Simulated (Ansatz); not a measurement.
# linear La chain, moments started antiparallel: one chain at several levels of theory, part 3 of 4

Aim: how far do the period, the moment and the conductance of the linear La chain, moments started antiparallel depend on the functional, the datasets and spin-orbit coupling, and at what cost?

Ansatz 0.2.0; DFT PBE, plane waves, PAW; relaxation of a chain's period (the session's first sound run).

So far, conductance of the lead as this run defines it (G₀): step 3 (bands of the perfect wire, level PBE, functional PBE) 4.00; step 5 (RPBE, another cell) 4.00.

### 7. The perfect wire, level LDA, functional LDA

This step: DFT LDA, plane waves, PAW; channels and complex bands of a perfect chain (Ansatz 0.2.0).

The channels are counted again under LDA, at the period that it gave.

File input.yaml:

```yaml
crystal:
  lattice:
    - [7.5, 0.0, 0.0]
    - [0.0, 7.5, 0.0]
    - [0.0, 0.0, 5.7277007444]
  atoms:
    - { symbol: La, position: [0.5, 0.5, 0.0] }
    - { symbol: La, position: [0.5, 0.5, 0.5] }
kpoints:
  mp_grid: { grid: [1, 1, 14] }
  band_path: { path: ["Γ", Z], npoints: 60 }
scf:
  occupations: { method: fermi_dirac, width: 0.05 }
hamiltonian:
  xc: lda
output:
  transmission:
    e_range: [-2, 2]
    de: 0.035
    kmesh: [1, 1]
    reduced_basis: true
    leads: [[0, 0]]
  dos: { projected: true, e_range: [-6, 4] }
```

Launch:

```sh
$ ansatz run input.yaml --threads 4 --pin off --max-ram 8192MiB --backend cpu --events-out ev --progress --plain --runs-dir out
```

Numbers of over 12 decimals in the logs are rounded to 6 here.

The log of the run:

```text
[...]
Crystal: 2 atoms, lattice volume = 322.183 Å³
Basis set: ecut = 420 eV, 6299 PW (Γ)
Bands: 15, of which v1, the nominal top of the filled ones, is band 11 counted from 1 (10 counted from 0)
Symmetry: 32 space group operations
[...]
k-points: 8 of 14
[...]
k-point 7: bands = [... 7 lower, -16.9707, 0.0125, 0.0125, 0.3223, 0.3223, 0.3223, 0.3223, 0.8369]
--- Transmission ---
  basis      : 497 plane waves across, 8 finite elements along
  points     : 1, standing for a mesh of 1 x 1
[...]
crystal 0  : La2, at the sites [0, 0], period 5.7277 Å: whole cells are its period
[...]
filled         : 9.7 meV over the level at which it is neutral
    channels       : 4.000000e0 a spin
[...]
[key lines of the parts left out:]
SCF converged after 7 iterations
Free energy (F): -12147.462272 eV
Fermi energy:    0.000137 eV
```

It took 26 s on 4 threads of Arm Neoverse V2, shared host; peak memory 0.74 GiB.

At the computed energy nearest the Fermi level there are 4 channels a spin, and the thermal average gives 4.00 G₀.

### 8. Relaxing the period

This step: DFT PBEsol, plane waves, PAW; relaxation of a chain's period (Ansatz 0.2.0).

The relaxation is repeated under another functional. PBEsol weakens PBE's gradient terms and usually lands between LDA and PBE.

File input.yaml:

```yaml
crystal:
  lattice:
    - [7.5, 0.0, 0.0]
    - [0.0, 7.5, 0.0]
    - [0.0, 0.0, 7.866]
  atoms:
    - { symbol: La, position: [0.5, 0.5, 0.0], spin: 1.0 }
    - { symbol: La, position: [0.5, 0.5, 0.5], spin: -1.0 }
magnetization:
  spin_polarized: true
kpoints:
  mp_grid: { grid: [1, 1, 11] }
scf:
  occupations: { method: fermi_dirac, width: 0.05 }
hamiltonian:
  xc: pbesol
relax:
  cell: { fix: [a, b, alpha, beta, gamma] }
  max_steps: 60
```

The log of the run:

```text
[...]
Crystal: 2 atoms, lattice volume = 442.462 Å³
Basis set: ecut = 420 eV, 8627 PW (Γ), exchange–correlation on 108×108×108 points (8 copies of the dense FFT grid, shifted against one another)
Bands: 16, of which v1, the nominal top of the filled ones, is band 11 counted from 1 (10 counted from 0)
Symmetry: 16 space group operations
[...]
0.000000      -0.732865       0.000000
        0.000000       0.000000       0.000448
  P = ⅓ Tr σ = -0.4884 GPa (-4.884 kbar)
--- Relaxed structure (9 steps of the walk, 9 accepted, 1 SCFs on fresh bases) ---
[...]
cell:  # Å, volume = 327.6119 Å³
    - [7.5, 0.0, 0.0]
    - [0.0, 7.5, 0.0]
    - [0.0, 0.0, 5.824212]
  atoms:
    - { symbol: La, position: [0.5, 0.5, 0.0] }
    - { symbol: La, position: [0.5, 0.5, 0.5] }
[key lines of the parts left out:]
SCF converged after 7 iterations
Magnetization: 0.0000 μB (11.0000 up, 11.0000 down)
Free energy (F): -12317.911949 eV
Fermi energy:    0.069031 eV
```

Run time: 21 s. Hardware: 4 threads; peak memory 0.8 GiB; 78 s of CPU time.

Relaxation path:

```csv
step,energy less that of the first step (eV),largest force component (eV/Å),pressure (GPa),volume (Å³)
1,0.0000,0.0000,-1.35,442.46
2,-0.3660,0.0000,-1.41,422.16
3,-0.7765,0.0000,-1.41,400.59
4,-1.1717,0.0000,-1.36,379.02
5,-1.5269,0.0000,-1.18,356.90
6,-1.7543,0.0000,-0.74,334.77
7,-1.7687,0.0000,-0.38,324.47
8,-1.7720,0.0000,-0.47,327.01
9,-1.7721,0.0000,-0.49,327.61
10*,-1.7716,0.0000,-0.49,327.61
```

Relaxation steps marked * repeat the geometry before them on a plane-wave basis chosen anew for their cell, so energy and pressure can jump there.

The run keeps the 16 symmetry operations that it works with, so distortions that break them were not tested.

```csv
cell as run,before,after,change
c (Å),7.866,5.824,-26.0 %
```

The relaxed structure:

```cif
data_structure
_symmetry_space_group_name_H-M 'P 1'
_symmetry_Int_Tables_number 1
_cell_length_a 7.5000
_cell_length_b 7.5000
_cell_length_c 5.8242
_cell_angle_alpha 90.000
_cell_angle_beta 90.000
_cell_angle_gamma 90.000
_cell_volume 327.61
loop_
_atom_site_label
_atom_site_type_symbol
_atom_site_fract_x
_atom_site_fract_y
_atom_site_fract_z
_atom_site_occupancy
La1 La 0.50000 0.50000 0.00000 1
La2 La 0.50000 0.50000 0.50000 1
```

The cell's length comes to 5.824 Å, -1.7 % against the first run, with no moment. The two atoms stand evenly on a line, so the true period is half of it. That is -26 % against the start, more than a small adjustment.

The cell shrank by 26.0 % in its periodic edges.

### 9. The wire at its relaxed period, level PBEsol, functional PBEsol

This step: DFT PBEsol, plane waves, PAW; channels and complex bands of a perfect chain (Ansatz 0.2.0).

The channels are counted again under PBEsol, at the period that it gave.

File input.yaml:

```yaml
crystal:
  lattice:
    - [7.5, 0.0, 0.0]
    - [0.0, 7.5, 0.0]
    - [0.0, 0.0, 5.8242122637]
  atoms:
    - { symbol: La, position: [0.5, 0.5, 0.0] }
    - { symbol: La, position: [0.5, 0.5, 0.5] }
kpoints:
  mp_grid: { grid: [1, 1, 14] }
  band_path: { path: ["Γ", Z], npoints: 60 }
scf:
  occupations: { method: fermi_dirac, width: 0.05 }
hamiltonian:
  xc: pbesol
output:
  transmission:
    e_range: [-2, 2]
    de: 0.035
    kmesh: [1, 1]
    reduced_basis: true
    leads: [[0, 0]]
  dos: { projected: true, e_range: [-6, 4] }
```

The log of the run:

```text
[...]
Crystal: 2 atoms, lattice volume = 327.612 Å³
Basis set: ecut = 420 eV, 6411 PW (Γ)
Bands: 15, of which v1, the nominal top of the filled ones, is band 11 counted from 1 (10 counted from 0)
Symmetry: 32 space group operations
[...]
k-points: 8 of 14
[...]
k-point 7: bands = [... 7 lower, -16.9029, 0.1563, 0.1563, 0.4077, 0.4077, 0.4077, 0.4077, 0.9575]
--- Transmission ---
  basis      : 497 plane waves across, 8 finite elements along
  points     : 1, standing for a mesh of 1 x 1
[...]
crystal 0  : La2, at the sites [0, 0], period 5.8242 Å: whole cells are its period
[...]
filled         : 21.2 meV over the level at which it is neutral
    channels       : 4.000000e0 a spin
[...]
[key lines of the parts left out:]
SCF converged after 8 iterations
Free energy (F): -12317.909048 eV
Fermi energy:    0.096513 eV
```

The job ended after 22 s (4 threads; peak memory 0.71 GiB; 80 s of CPU time).

At the computed energy nearest the Fermi level there are 4 channels a spin, and the thermal average gives 4.00 G₀.

### 10. Comparing the runs

Times are for 4 threads of Arm Neoverse V2, shared host. The runs compared:

```csv
no.,level,conductance of the lead as this run defines it (G₀),time,memory (GiB)
1,PBE,4.000,23 s,0.7
2,RPBE,4.000,23 s,0.72
3,LDA,4.000,26 s,0.74
4,PBEsol,4.000,22 s,0.71
```

The runs together. Open channels of the lead against energy, zero at the Fermi level:

```csv
energy (eV),PBE,RPBE,LDA,PBEsol
-1.195,0,0,0,0
-0.985,1,1,2,2
-0.810,3,3,3,3
-0.600,3,3,3,4
-0.390,4,4,4,4
-0.215,4,4,4,4
-0.005,4,4,4,4
0.205,4,4,4,4
0.415,5,5,5,5
0.590,6,5,6,6
0.800,6,6,6,6
1.010,5,4,5,5
1.185,2,1,3,3
1.395,1,1,3,3
1.605,1,1,1,1
1.815,3,3,1,3
```

### 11. Relaxation of atoms and period, cutoff 1496.63 eV

This step: DFT PBE, plane waves, norm-conserving; relaxation of a chain's period (Ansatz 0.2.0).

The same functional on other atomic datasets tests how far the result hangs on the treatment of the cores. Against the first PBE run of this kind, the cutoff is 1496.63 eV against 420.

File input.yaml:

```yaml
crystal:
  lattice:
    - [7.5, 0.0, 0.0]
    - [0.0, 7.5, 0.0]
    - [0.0, 0.0, 7.866]
  atoms:
    - { symbol: La, position: [0.5, 0.5, 0.0], spin: 1.0 }
    - { symbol: La, position: [0.5, 0.5, 0.5], spin: -1.0 }
magnetization:
  spin_polarized: true
kpoints:
  mp_grid: { grid: [1, 1, 11] }
scf:
  occupations: { method: fermi_dirac, width: 0.05 }
hamiltonian:
  xc: pbe
  pseudopotentials: { kind: nc }
relax:
  cell: { fix: [a, b, alpha, beta, gamma] }
  max_steps: 60
```

The log of the run:

```text
[...]
Crystal: 2 atoms, lattice volume = 442.462 Å³
Basis set: ecut = 1496.626244 eV, 58269 PW (Γ), exchange–correlation on 192×192×200 points (8 copies of the dense FFT grid, shifted against one another)
Bands: 16, of which v1, the nominal top of the filled ones, is band 11 counted from 1 (10 counted from 0)
Symmetry: 16 space group operations
[...]
0.000000      -0.677094       0.000000
        0.000000       0.000000       0.027762
  P = ⅓ Tr σ = -0.4421 GPa (-4.421 kbar)
--- Relaxed structure (8 steps of the walk, 8 accepted, 1 SCFs on fresh bases) ---
[...]
cell:  # Å, volume = 333.1013 Å³
    - [7.5, 0.0, 0.0]
    - [0.0, 7.5, 0.0]
    - [0.0, 0.0, 5.921802]
  atoms:
    - { symbol: La, position: [0.5, 0.5, 0.0] }
    - { symbol: La, position: [0.5, 0.5, 0.5] }
[key lines of the parts left out:]
SCF converged after 7 iterations
Magnetization: 0.0000 μB (11.0000 up, 11.0000 down)
Free energy (F): -1905.404095 eV
Fermi energy:    0.156861 eV
```

The job ended after 2.7 min (4 threads; peak memory 3 GiB).

The cell's length comes to 5.922 Å, -0.1 % against the first run, with no moment. The two atoms stand evenly on a line, so the true period is half of it. That is -25 % against the start, more than a small adjustment.

### 12. Relaxation of atoms and period

This step: DFT PBE, plane waves, PAW; relaxation of a chain's period (Ansatz 0.2.0).

No moment formed, so a run without spin should agree; this checks it and saves time.

input.yaml, the sections that differ from step 11:

```yaml
crystal:
  lattice:
    - [7.5, 0.0, 0.0]
    - [0.0, 7.5, 0.0]
    - [0.0, 0.0, 7.866]
  atoms:
    - { symbol: La, position: [0.5, 0.5, 0.0] }
    - { symbol: La, position: [0.5, 0.5, 0.5] }
hamiltonian:
  xc: pbe
# kpoints, scf, relax: as in step 11
# magnetization: removed
```

The log of the run:

```text
[...]
Crystal: 2 atoms, lattice volume = 442.462 Å³
Basis set: ecut = 420 eV, 8627 PW (Γ), exchange–correlation on 108×108×108 points (8 copies of the dense FFT grid, shifted against one another)
Bands: 15, of which v1, the nominal top of the filled ones, is band 11 counted from 1 (10 counted from 0)
Symmetry: 32 space group operations
[...]
k-points: 6 of 11
[...]
-0.677140      -0.000000       0.000000
       -0.000000      -0.677140       0.000000
        0.000000       0.000000       0.012656
  P = ⅓ Tr σ = -0.4472 GPa (-4.472 kbar)
--- Relaxed structure (8 steps of the walk, 8 accepted, 1 SCFs on fresh bases) ---
[...]
cell:  # Å, volume = 333.4377 Å³
    - [7.5, 0.0, 0.0]
    - [0.0, 7.5, 0.0]
    - [0.0, 0.0, 5.927781]
  atoms:
    - { symbol: La, position: [0.5, 0.5, 0.0] }
    - { symbol: La, position: [0.5, 0.5, 0.5] }
[key lines of the parts left out:]
SCF converged after 6 iterations
Free energy (F): -12496.012093 eV
Fermi energy:    0.115484 eV
```

Elapsed: 10 s, on 4 threads; peak memory 0.68 GiB; 38 s of CPU time.

The cell's length comes to 5.928 Å, +0.0 % against the first run, with spin left out. The two atoms stand evenly on a line, so the true period is half of it. That is -25 % against the start, more than a small adjustment.

### 13. Comparing the runs

Times are for 4 threads of Arm Neoverse V2, shared host. The runs compared:

```csv
no.,level,cell length along the wire (Å),time,memory (GiB)
1,PBE,5.928,19 s,0.79
2,RPBE,5.998,21 s,0.8
3,LDA,5.728,15 s,0.74
4,PBEsol,5.824,21 s,0.8
5,"PBE, NC files",5.922,2.7 min,3.0
6,"PBE, no spin",5.928,10 s,0.68
```

### 14. With spin-orbit coupling

This step: DFT PBE, plane waves, fully relativistic PAW; channels of a perfect chain with spin-orbit coupling (Ansatz 0.2.0).

Spin-orbit coupling mixes the spins and splits bands that cross or touch without it, so it can open or close channels. Fully relativistic datasets take the place of the scalar ones. The window is narrow, since spinor matrices are twice as large.

File input.yaml:

```yaml
crystal:
  lattice:
    - [7.5, 0.0, 0.0]
    - [0.0, 7.5, 0.0]
    - [0.0, 0.0, 5.9277566877]
  atoms:
    - { symbol: La, position: [0.5, 0.5, 0.0] }
    - { symbol: La, position: [0.5, 0.5, 0.5] }
kpoints:
  mp_grid: { grid: [1, 1, 14] }
  band_path: { path: ["Γ", Z], npoints: 60 }
scf:
  occupations: { method: fermi_dirac, width: 0.05 }
hamiltonian:
  xc: pbe
  pseudopotentials: { kind: paw_fr }
output:
  transmission:
    e_range: [-0.42, 0.42]
    de: 0.035
    kmesh: [1, 1]
    reduced_basis: false
    leads: [[0, 0]]
magnetization:
  noncollinear: true
  spin_orbit: true
```

The log of the run:

```text
[...]
non-collinear run that drives no moment, with spin-orbit: no starting moment large enough to seed its density (crystal.atoms[].spin), no starting occupations that ask for one, no magnetisation constraint and no magnetic field, so the semilocal B_xc is pinned to zero
Crystal: 2 atoms, lattice volume = 333.436 Å³
Basis set: ecut = 420 eV, 6523 PW (Γ)
Bands: 30, of which v1, the nominal top of the filled ones, is band 22 counted from 1 (21 counted from 0)
Symmetry: 32 space group operations + 32 with time reversal
[...]
k-points: 8 of 14
Projection manifold: j_resolved (fully-relativistic pseudo-atomic orbitals)
[...]
SCF iter   1: F=—  HF=-12509.632572 eV  |F-HF|=—  |Δ(HF+E_count)|=         —  Δρ=3.46e-2  dr2=1.44e1  dr2_m=0.00e0 (ungated)  ethr=3.10e-3  |M|=0.00e0 ∫|m|=0.00e0 μB  |m|>n=0.0e0 m-floor=0.0e0 τ_xc=0.0e0  β_m=1.00  ⟨swp⟩=4.0  Hψ=800  notcnv=0
[...]
spin=Noncollinear: LDOS preconditioning applied to the charge; magnetization (m_x, m_y, m_z) channels mix plain (no charge-response kernel on spin).
SCF iter   2: F=—  HF=-12506.146803 eV  |F-HF|=—  |Δ(HF+E_count)|=    3.49e0  Δρ=1.46e-2  dr2=2.72e-1  dr2_m=0.00e0 (ungated)  ethr=3.10e-3  |M|=0.00e0 ∫|m|=0.00e0 μB  |m|>n=0.0e0 m-floor=0.0e0 τ_xc=0.0e0  β_m=0.97  ⟨swp⟩=4.2  Hψ=390  notcnv=0
[...]
SCF iter   9: F=-12506.615141 eV  HF=-12506.615141 eV  |F-HF|=5.32e-8  |Δ(HF+E_count)|=   3.61e-7  Δρ=3.67e-6  dr2=1.73e-8  dr2_m=0.00e0 (ungated)  ethr=4.55e-10  |M|=0.00e0 ∫|m|=0.00e0 μB  |m|>n=0.0e0 m-floor=0.0e0 τ_xc=0.0e0  ⟨swp⟩=10.6  Hψ=644  notcnv=0
SCF 1 converged in 9 iterations: F = -12506.615141 eV  dr2 = 1.73e-8
[...]
transmission: 8 of 8 steps passed
SCF converged after 9 iterations
Magnetization: |M| = 0.0000 μB,  M = (+0.0000, +0.0000, +0.0000) μB
Absolute magnetization: 0.0000 μB (∫|m|)
  site 0: m = (+0.0000, +0.0000, +0.0000) μB, |m| = 0.0000 μB  (R = 1.22 Å)
  site 1: m = (+0.0000, +0.0000, +0.0000) μB, |m| = 0.0000 μB  (R = 1.22 Å)
Free energy (F): -12506.615141 eV
[...]
Internal energy: -12506.577275 eV  (E = F + TS)
E sigma→0 (E₀):  -12506.596208 eV
Entropy (-TS):   -0.037866 eV (-18.933 meV/atom)
Fermi energy:    0.135673 eV
[...]
--- Band table (eV; the first three rows and the last of 8) ---
  k-point 0: bands = [... 18 lower, -0.8317, -0.8317, -0.7713, -0.7713, -0.4401, -0.4401, 0.4216, 0.4216, ... 4 higher]
  k-point 1: bands = [... 18 lower, -0.7995, -0.7995, -0.7371, -0.7371, -0.3839, -0.3839, 0.4359, 0.4359, ... 4 higher]
  k-point 2: bands = [... 18 lower, -0.6954, -0.6954, -0.6361, -0.6361, -0.1913, -0.1913, 0.4781, 0.4781, ... 4 higher]
  k-point 7: bands = [... 18 lower, 0.2164, 0.2164, 0.4047, 0.4047, 0.4047, 0.4047, 0.5237, 0.5237, ... 4 higher]
--- Transmission ---
  basis      : 497 plane waves across, 8 finite elements along
  points     : 1, standing for a mesh of 1 x 1
[...]
crystal 0  : La2, at the sites [0, 0], period 5.9278 Å: whole cells are its period
[...]
filled         : 6.6 meV over the level at which it is neutral
    channels       : 8.000000e0 of both spins
[...]
```

The job ended after 6.8 min (4 threads; peak memory 4.7 GiB; 23 min of CPU time).

This step gave:

```
energy at zero smearing                                    : -12506.5962 eV
conductance of the lead as this run defines it             : 3.995 G₀
channels at the energy nearest the Fermi level, both spins : 8
```

The open channels of the lead, both spins by energy, zero at the Fermi level:

```csv
energy (eV),"open channels of the lead, both spins"
-0.420,8
-0.385,8
-0.350,8
-0.315,8
-0.280,8
-0.245,8
-0.210,8
-0.175,8
-0.140,8
-0.105,8
-0.070,8
-0.035,8
0.000,8
0.035,8
0.070,8
0.105,8
0.140,8
0.175,4
0.210,8
0.245,8
0.280,8
0.315,10
0.350,10
0.385,10
0.420,10
```

[end of part 3 of 4]

[Logs are printed without paths, hosts, clocks, repeated set-up lines and the standing remarks that a program may print on its own settings, such as how far it seeks lower states.]

[Hosts, paths, dates, database ids (printed as entryN), source tags and the programs' standing remarks are cut or masked in the printed files.]
